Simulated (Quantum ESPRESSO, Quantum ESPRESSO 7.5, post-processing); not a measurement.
**2H-WS2, 1 layer: solver and mixing choices**

Wanted: time, iterations and memory of 2H-WS2, 1 layer by eigensolver and mixing.

Main program and level: Quantum ESPRESSO 7.5; plane-wave DFT, PBE, PseudoDojo norm-conserving pseudopotentials.

Most raw output is cut from this account.

### Step 1. Set-up

The cell holds 3 atoms: 2 S and 1 W. Its edges and angles: a = 3.180 Å, b = 3.180 Å, c = 20.476 Å, α = 90.0°, β = 90.0°, γ = 120.0°. It derives from WS2. Vacuum lies along c.

### Step 2. SCF with pw.x: david, local-TF mixing, beta 0.4, history 8

The first run is the reference of the series.

Input file c0.in:

```
&control
  prefix = 'c0'
  outdir = './out'
  pseudo_dir = './pseudo'
  calculation = 'scf'
  tprnfor = .true.
/
&system
  ibrav = 0
  nat = 3
  ntyp = 2
  ecutwfc = 62
  ecutrho = 248
  occupations = 'smearing'
  smearing = 'fd'
  degauss = 0.004
  assume_isolated = 'esm'
  esm_bc = 'bc1'
/
&electrons
  conv_thr = 1e-07
  mixing_beta = 0.4
  electron_maxstep = 80
  mixing_mode = 'local-TF'
  diagonalization = 'david'
  mixing_ndim = 8
/
ATOMIC_SPECIES
  S   32.0600  S.dojo-sr-pbe-0.4.1-standard.upf
  W   183.8400  W.dojo-sr-pbe-0.4.1-standard.upf
CELL_PARAMETERS angstrom
  3.18000000000000 0.00000000000000 0.00000000000000
  -1.59000000000000 2.75396078403451 0.00000000000000
  0.00000000000000 0.00000000000000 20.47562023241895
ATOMIC_POSITIONS crystal
  S   0.333333333333 0.666666666667 -0.084872159988
  W   0.000000000000 0.000000000000 0.000000000000
  S   0.333333333333 0.666666666667 0.084872159988
K_POINTS automatic
  12 12 1 0 0 0
```

Run with:

```console
> OMP_NUM_THREADS=1 mpirun -n 4 pw.x -nk 4 -in c0.in > c0.out
```

The job ended after 45 s (4 MPI ranks of Arm Neoverse V2, shared host; peak memory 0.45 GiB).

Numbers from this step:

```
free energy                                                    : -2666.7350 eV
Fermi energy                                                   : -4.874 eV
valence top, on the run's zero                                 : -5.546 eV
conduction bottom, on the run's zero                           : -4.136 eV
gap by band count                                              : 1.411 eV
vacuum line at the lower end of the cell, over the valence top : 5.546 eV
vacuum line at the upper end of the cell, over the valence top : 5.546 eV
```

Electrostatic potential energy of an electron; zero at the highest filled level of the SCF mesh. The potential energy, planar mean by z:

z (Å), potential energy, planar mean (eV) and a bar from the least value:
```
      -10        5.5 ##############################
       -9        5.5 ##############################
       -8        5.5 ##############################
       -7        5.5 ##############################
       -6        5.5 ##############################
       -5        5.5 ##############################
       -4        5.5 ##############################
       -3        4.6 #############################
       -2      -10.0 ###################
       -1       -3.8 #######################
        0      -36.5 
        1       -3.8 #######################
        2      -10.0 ###################
        3        4.6 #############################
        4        5.5 ##############################
        5        5.5 ##############################
        6        5.5 ##############################
        7        5.5 ##############################
        8        5.5 ##############################
        9        5.5 ##############################
       10        5.5 ##############################
```

The program's own clock; routines nest. Time by routine:

| routine | wall time (s) | calls |
| --- | --- | --- |
| PWSCF | 44.36 | 1 |
| electrons | 43.38 | 1 |
| c_bands | 27.65 | 25 |
| cegterg | 22.81 | 125 |
| h_psi | 19.03 | 745 |
| fftw | 15.73 | 15369 |
| vloc_psi | 15.23 | 745 |
| mix_rho | 10.71 | 25 |
| ffts | 6.79 | 2448 |
| sum_band | 3.28 | 25 |
| add_vuspsi | 1.91 | 745 |
| calbec | 1.89 | 765 |
| h_psi:calbec | 1.81 | 745 |
| v_of_rho | 1.53 | 25 |

The vacuum levels are read from the outermost 0.7 Å of the cell on either side.

The run needed 24 iterations to bring the estimated error under 1e-07 Ry; the largest force on any atom, held or free, is 2.57 eV/Å, so this geometry is far from relaxed and its levels are not those of the real material.

Inside the slab this potential holds the local part of the pseudopotentials, which can be repulsive at the nuclei; only its value in the vacuum has a meaning of its own.

### Step 3. Self-consistent run: david, plain mixing, beta 0.4, history 8

c1.in, as its differences from the input of step 2:

```diff
@@ -1,3 +1,3 @@
 &control
-  prefix = 'c0'
+  prefix = 'c1'
   outdir = './out'
@@ -23,3 +23,3 @@
   electron_maxstep = 80
-  mixing_mode = 'local-TF'
+  mixing_mode = 'plain'
   diagonalization = 'david'
```

Run with:

```console
> OMP_NUM_THREADS=1 mpirun -n 4 pw.x -nk 4 -in c1.in > c1.out
```

The job ended after 35 s (4 MPI ranks; peak memory 0.46 GiB; 2.3 min of CPU time).

This step gave:

| Item | Value |
| --- | --- |
| Fermi energy | -4.873 eV |
| valence top, on the run's zero | -5.545 eV |
| conduction bottom, on the run's zero | -4.135 eV |
| vacuum line at the lower end of the cell, over the valence top | 5.545 eV |
| vacuum line at the upper end of the cell, over the valence top | 5.545 eV |

The program's own clock; routines nest. Time by routine:

```
     routine  wall time (s)  calls
       PWSCF          34.72      1
   electrons          33.74      1
     c_bands          29.17     22
     cegterg          24.41    110
       h_psi          20.13    759
        fftw          16.23  15974
    vloc_psi          16.13    759
    sum_band           2.87     22
  add_vuspsi           2.01    759
      calbec              2    779
h_psi:calbec           1.92    759
    v_of_rho            1.3     22
   init_us_2           0.78    230
    init_run           0.66      1
```

Counted from each run's own zero (the valence top), the vacuum level differs from the first run's by -1 meV.

### Step 4. Ground state: david, plain mixing, beta 0.7, history 8

c2.in, as its differences from the input of step 3:

```diff
@@ -1,3 +1,3 @@
 &control
-  prefix = 'c1'
+  prefix = 'c2'
   outdir = './out'
@@ -21,3 +21,3 @@
   conv_thr = 1e-07
-  mixing_beta = 0.4
+  mixing_beta = 0.7
   electron_maxstep = 80
```

Run with:

```console
> OMP_NUM_THREADS=1 mpirun -n 4 pw.x -nk 4 -in c2.in > c2.out
```

Wall time 28 s (4 MPI ranks); peak memory 0.48 GiB; 1.9 min of CPU time.

This step gave:

| Property | Result |
| --- | --- |
| free energy | -2666.7349 eV |
| Fermi energy | -4.869 eV |
| valence top, on the run's zero | -5.541 eV |
| conduction bottom, on the run's zero | -4.131 eV |
| gap by band count | 1.410 eV |
| vacuum line at the lower end of the cell, over the valence top | 5.541 eV |
| vacuum line at the upper end of the cell, over the valence top | 5.541 eV |

The program's own clock; routines nest. Time by routine:

```csv
routine,wall time (s),calls
PWSCF,27.79,1
electrons,26.81,1
c_bands,22.9,19
cegterg,18.9,95
h_psi,15.69,625
fftw,12.77,12653
vloc_psi,12.53,625
sum_band,2.47,19
add_vuspsi,1.59,625
calbec,1.58,645
h_psi:calbec,1.5,625
v_of_rho,1.12,19
init_us_2,0.67,200
init_run,0.66,1
```

Counted from each run's own zero (the valence top), the vacuum level differs from the first run's by -5 meV.

### Step 5. Ground state: david, TF mixing, beta 0.4, history 8

c3.in, as its differences from the input of step 4:

```diff
@@ -1,3 +1,3 @@
 &control
-  prefix = 'c2'
+  prefix = 'c3'
   outdir = './out'
@@ -21,5 +21,5 @@
   conv_thr = 1e-07
-  mixing_beta = 0.7
+  mixing_beta = 0.4
   electron_maxstep = 80
-  mixing_mode = 'plain'
+  mixing_mode = 'TF'
   diagonalization = 'david'
```

Run with:

```console
> OMP_NUM_THREADS=1 mpirun -n 4 pw.x -nk 4 -in c3.in > c3.out
```

Elapsed: 42 s, on 4 MPI ranks; peak memory 0.45 GiB; 2.8 min of CPU time.

Read from the output:

* free energy: -2666.7350 eV
* Fermi energy: -4.875 eV
* valence top, on the run's zero: -5.547 eV
* conduction bottom, on the run's zero: -4.136 eV
* gap by band count: 1.411 eV
* vacuum line at the lower end of the cell, over the valence top: 5.547 eV
* vacuum line at the upper end of the cell, over the valence top: 5.547 eV

The program's own clock; routines nest. Time by routine:

| routine | wall time (s) | calls |
| --- | --- | --- |
| PWSCF | 41.01 | 1 |
| electrons | 40.03 | 1 |
| c_bands | 33.27 | 32 |
| cegterg | 28.08 | 160 |
| h_psi | 23.46 | 909 |
| fftw | 19.49 | 18940 |
| vloc_psi | 18.78 | 909 |
| sum_band | 4.17 | 32 |
| add_vuspsi | 2.35 | 909 |
| calbec | 2.31 | 929 |
| h_psi:calbec | 2.23 | 909 |
| v_of_rho | 1.97 | 32 |
| init_us_2 | 1.11 | 330 |
| fft | 0.94 | 331 |

Counted from each run's own zero (the valence top), the vacuum level differs from the first run's by +1 meV.

### Step 6. Self-consistent run: david, local-TF mixing, beta 0.7, history 8

c4.in, as its differences from the input of step 5:

```diff
@@ -1,3 +1,3 @@
 &control
-  prefix = 'c3'
+  prefix = 'c4'
   outdir = './out'
@@ -21,5 +21,5 @@
   conv_thr = 1e-07
-  mixing_beta = 0.4
+  mixing_beta = 0.7
   electron_maxstep = 80
-  mixing_mode = 'TF'
+  mixing_mode = 'local-TF'
   diagonalization = 'david'
```

Run with:

```console
> OMP_NUM_THREADS=1 mpirun -n 4 pw.x -nk 4 -in c4.in > c4.out
```

Wall time 50 s (4 MPI ranks); peak memory 0.45 GiB.

Read from the output:

| Property | Result |
| --- | --- |
| Fermi energy | -4.873 eV |
| valence top, on the run's zero | -5.545 eV |
| conduction bottom, on the run's zero | -4.135 eV |
| vacuum line at the lower end of the cell, over the valence top | 5.545 eV |
| vacuum line at the upper end of the cell, over the valence top | 5.545 eV |

The program's own clock; routines nest. Time by routine:

```
     routine  wall time (s)  calls
       PWSCF           49.6      1
   electrons          48.63      1
     c_bands          29.98     29
     cegterg          24.71    145
       h_psi          20.67    757
        fftw          17.21  17063
    vloc_psi          16.57    757
     mix_rho          12.92     29
        ffts           8.23   3000
    sum_band           3.74     29
  add_vuspsi           2.06    757
      calbec           2.04    777
h_psi:calbec           1.95    757
    v_of_rho           1.75     29
```

Counted from each run's own zero (the valence top), the vacuum level differs from the first run's by -1 meV.

### Step 7. Ground state: david, local-TF mixing, beta 0.2, history 8

c5.in, as its differences from the input of step 6:

```diff
@@ -1,3 +1,3 @@
 &control
-  prefix = 'c4'
+  prefix = 'c5'
   outdir = './out'
@@ -21,3 +21,3 @@
   conv_thr = 1e-07
-  mixing_beta = 0.7
+  mixing_beta = 0.2
   electron_maxstep = 80
```

Run with:

```console
> OMP_NUM_THREADS=1 mpirun -n 4 pw.x -nk 4 -in c5.in > c5.out
```

Run time: 61 s. Hardware: 4 MPI ranks; peak memory 0.5 GiB.

This step gave:

```
Fermi energy                                                   : -4.875 eV
valence top, on the run's zero                                 : -5.548 eV
conduction bottom, on the run's zero                           : -4.137 eV
vacuum line at the lower end of the cell, over the valence top : 5.548 eV
vacuum line at the upper end of the cell, over the valence top : 5.548 eV
```

The program's own clock; routines nest. Time by routine:

```csv
routine,wall time (s),calls
PWSCF,60,1
electrons,59.02,1
c_bands,37.03,34
cegterg,30.53,170
h_psi,25.37,984
fftw,20.91,20698
vloc_psi,20.3,984
mix_rho,15.18,34
ffts,9.68,3506
sum_band,4.44,34
add_vuspsi,2.54,984
calbec,2.51,1004
h_psi:calbec,2.43,984
v_of_rho,2.04,34
```

Counted from each run's own zero (the valence top), the vacuum level differs from the first run's by +1 meV.

### Step 8. SCF with pw.x: david, local-TF mixing, beta 0.4, history 4

c6.in, as its differences from the input of step 7:

```diff
@@ -1,3 +1,3 @@
 &control
-  prefix = 'c5'
+  prefix = 'c6'
   outdir = './out'
@@ -21,3 +21,3 @@
   conv_thr = 1e-07
-  mixing_beta = 0.2
+  mixing_beta = 0.4
   electron_maxstep = 80
@@ -25,3 +25,3 @@
   diagonalization = 'david'
-  mixing_ndim = 8
+  mixing_ndim = 4
 /
```

Run with:

```console
> OMP_NUM_THREADS=1 mpirun -n 4 pw.x -nk 4 -in c6.in > c6.out
```

Wall time 40 s (4 MPI ranks); peak memory 0.44 GiB.

This step gave:

| Quantity | Value |
| --- | --- |
| free energy | -2666.7349 eV |
| Fermi energy | -4.871 eV |
| valence top, on the run's zero | -5.543 eV |
| conduction bottom, on the run's zero | -4.133 eV |
| gap by band count | 1.410 eV |
| vacuum line at the lower end of the cell, over the valence top | 5.543 eV |
| vacuum line at the upper end of the cell, over the valence top | 5.543 eV |

The program's own clock; routines nest. Time by routine:

| routine | wall time (s) | calls |
| --- | --- | --- |
| PWSCF | 39.55 | 1 |
| electrons | 38.56 | 1 |
| c_bands | 26.22 | 22 |
| cegterg | 20.77 | 110 |
| h_psi | 17.28 | 687 |
| fftw | 14.15 | 14046 |
| vloc_psi | 13.8 | 687 |
| mix_rho | 7.94 | 22 |
| ffts | 5.1 | 1842 |
| sum_band | 2.86 | 22 |
| calbec | 1.75 | 707 |
| add_vuspsi | 1.74 | 687 |
| h_psi:calbec | 1.66 | 687 |
| v_of_rho | 1.38 | 22 |

Counted from each run's own zero (the valence top), the vacuum level differs from the first run's by -3 meV.

### Step 9. Ground state: cg, local-TF mixing, beta 0.4, history 8

c7.in, as its differences from the input of step 8:

```diff
@@ -1,3 +1,3 @@
 &control
-  prefix = 'c6'
+  prefix = 'c7'
   outdir = './out'
@@ -24,4 +24,4 @@
   mixing_mode = 'local-TF'
-  diagonalization = 'david'
-  mixing_ndim = 4
+  diagonalization = 'cg'
+  mixing_ndim = 8
 /
```

Run with:

```console
> OMP_NUM_THREADS=1 mpirun -n 4 pw.x -nk 4 -in c7.in > c7.out
```

Run time: 30 s. Hardware: 4 MPI ranks; peak memory 0.44 GiB; 2 min of CPU time.

This step gave:

```
free energy                                                    : -2666.7350 eV
Fermi energy                                                   : -4.873 eV
valence top, on the run's zero                                 : -5.546 eV
conduction bottom, on the run's zero                           : -4.135 eV
gap by band count                                              : 1.411 eV
vacuum line at the lower end of the cell, over the valence top : 5.546 eV
vacuum line at the upper end of the cell, over the valence top : 5.546 eV
```

The program's own clock; routines nest. Time by routine:

```
   routine  wall time (s)  calls
     PWSCF          29.61      1
 electrons          28.62      1
   c_bands          19.31     16
     h_psi          15.84   3252
  ccgdiagg          15.01     80
   hs_1psi          12.27   3177
      fftw          10.94  10274
  vloc_psi          10.77   3252
   mix_rho           6.08     16
    wfcrot           3.94     75
    calbec           3.88   6449
      ffts           3.87   1380
add_vuspsi           2.91   3252
  sum_band            2.1     16
```

Counted from each run's own zero (the valence top), the vacuum level differs from the first run's by -1 meV.

### Step 10. SCF with pw.x: ppcg, local-TF mixing, beta 0.4, history 8

c8.in, as its differences from the input of step 9:

```diff
@@ -1,3 +1,3 @@
 &control
-  prefix = 'c7'
+  prefix = 'c8'
   outdir = './out'
@@ -24,3 +24,3 @@
   mixing_mode = 'local-TF'
-  diagonalization = 'cg'
+  diagonalization = 'ppcg'
   mixing_ndim = 8
```

Run with:

```console
> OMP_NUM_THREADS=1 mpirun -n 4 pw.x -nk 4 -in c8.in > c8.out
```

Run time: 0.48 s. Hardware: 4 MPI ranks; peak memory 0.09 GiB.

The input was rejected at the start.

The fault put into the input: an eigensolver that this release has dropped (electrons.diagonalization = "ppcg").

The message: “iosys (1): PPCG diagonalization not supported anymore (Dec. 2024)”. This release no longer has that solver; david, paro or rmm-davidson serve.

### Step 11. SCF with pw.x: paro, local-TF mixing, beta 0.4, history 8

c9.in, as its differences from the input of step 10:

```diff
@@ -1,3 +1,3 @@
 &control
-  prefix = 'c8'
+  prefix = 'c9'
   outdir = './out'
@@ -24,3 +24,3 @@
   mixing_mode = 'local-TF'
-  diagonalization = 'ppcg'
+  diagonalization = 'paro'
   mixing_ndim = 8
```

Run with:

```console
> OMP_NUM_THREADS=1 mpirun -n 4 pw.x -nk 4 -in c9.in > c9.out
```

It took 44 s on 4 MPI ranks; peak memory 0.48 GiB.

The program's own clock; routines nest. Time by routine:

```
     routine  wall time (s)  calls
       PWSCF          43.01      1
   electrons          42.03      1
     c_bands          33.86     14
      paro_k          28.83     70
       h_psi          22.45   1351
    vloc_psi          17.49   1351
        fftw          16.73  16328
     mix_rho           5.32     14
        ffts           3.38   1216
  add_vuspsi           2.47   1351
      calbec           2.46   1371
h_psi:calbec           2.38   1351
    sum_band           1.86     14
    v_of_rho           0.87     14
```

Counted from each run's own zero (the valence top), the vacuum level differs from the first run's by -1 meV.

### Step 12. SCF with pw.x: rmm-davidson, local-TF mixing, beta 0.4, history 8

c10.in, as its differences from the input of step 11:

```diff
@@ -1,3 +1,3 @@
 &control
-  prefix = 'c9'
+  prefix = 'c10'
   outdir = './out'
@@ -24,3 +24,3 @@
   mixing_mode = 'local-TF'
-  diagonalization = 'paro'
+  diagonalization = 'rmm-davidson'
   mixing_ndim = 8
```

Run with:

```console
> OMP_NUM_THREADS=1 mpirun -n 4 pw.x -nk 4 -in c10.in > c10.out
```

Wall time 32 s (4 MPI ranks); peak memory 0.51 GiB.

Numbers from this step:

| Property | Result |
| --- | --- |
| valence top, on the run's zero | -5.545 eV |
| conduction bottom, on the run's zero | -4.134 eV |
| gap by band count | 1.410 eV |
| vacuum line at the lower end of the cell, over the valence top | 5.545 eV |
| vacuum line at the upper end of the cell, over the valence top | 5.545 eV |

The program's own clock; routines nest. Time by routine:

| routine | wall time (s) | calls |
| --- | --- | --- |
| PWSCF | 31.85 | 1 |
| electrons | 30.88 | 1 |
| c_bands | 17.99 | 21 |
| h_psi | 13.59 | 441 |
| fftw | 11.53 | 11349 |
| vloc_psi | 10.94 | 441 |
| mix_rho | 8.78 | 21 |
| crmmdiagg | 5.92 | 70 |
| ffts | 5.59 | 2016 |
| wfcrot | 3.94 | 75 |
| sum_band | 2.7 | 21 |
| calbec | 1.35 | 461 |
| add_vuspsi | 1.32 | 441 |
| v_of_rho | 1.29 | 21 |

Counted from each run's own zero (the valence top), the vacuum level differs from the first run's by -2 meV.

### Step 13. The series side by side

All levels:

```csv
level,vacuum level over the valence top (eV),its change from the first (meV),energy from the first (meV an atom),SCF iterations,wall time (s),peak memory (GiB),CPU time (s)
"david, local-TF mixing, beta 0.4, history 8",5.546,0,0,24,44.89,0.45,179.3
"david, plain mixing, beta 0.4, history 8",5.545,-1.182,-4.54e-5,21,35.25,0.46,140.7
"david, plain mixing, beta 0.7, history 8",5.541,-5.102,0.002766,18,28.31,0.48,113
"david, TF mixing, beta 0.4, history 8",5.547,0.79,-1.81e-4,31,41.53,0.45,165.8
"david, local-TF mixing, beta 0.7, history 8",5.545,-1.182,0,28,50.12,0.45,200.2
"david, local-TF mixing, beta 0.2, history 8",5.548,1.348,-2.72e-4,33,60.52,0.5,241.8
"david, local-TF mixing, beta 0.4, history 4",5.543,-3.152,0.002766,21,40.08,0.44,160
"cg, local-TF mixing, beta 0.4, history 8",5.546,-0.7483,-3.63e-4,15,30.14,0.44,120.3
"paro, local-TF mixing, beta 0.4, history 8",5.546,-0.5817,-2.72e-4,13,43.54,0.48,173.9
"rmm-davidson, local-TF mixing, beta 0.4, history 8",5.545,-1.512,-2.27e-4,20,32.37,0.51,129.2
```

### Step 14. Results

```json
{
  "fastest": "david, plain mixing, beta 0.7, history 8: 28 s, 18 iterations",
  "slowest that converged": "david, local-TF mixing, beta 0.2, history 8: 61 s, 33 iterations",
  "fewest iterations": "paro, local-TF mixing, beta 0.4, history 8: 13",
  "largest change of the vacuum level": "5 meV"
}
```

The fastest choice is david, plain mixing, beta 0.7, history 8: 28 s, 18 iterations. The converged runs took 13 to 33 iterations and agree within 6 meV in the vacuum level; counts also move with the parallel layout and the random start, so differences of a few iterations rank nothing. Refused or stopped by an error: ppcg, local-TF mixing, beta 0.4, history 8. The times come from a shared host and are rough. Peak memory is sampled during the run and can miss the peak. The geometry is as built, not relaxed.

[Logs are printed without paths, hosts, clocks, repeated set-up lines and the standing remarks that a program may print on its own settings, such as how far it seeks lower states.]

[Hosts, paths, dates, database ids (printed as entryN), source tags and the programs' standing remarks are cut or masked in the printed files.]

[Maps of the electrostatic potential energy from Ansatz leave out the sawtooth potential of an applied field or a dipole correction, so their vacuum need not be flat; planar profiles and work functions include it.]
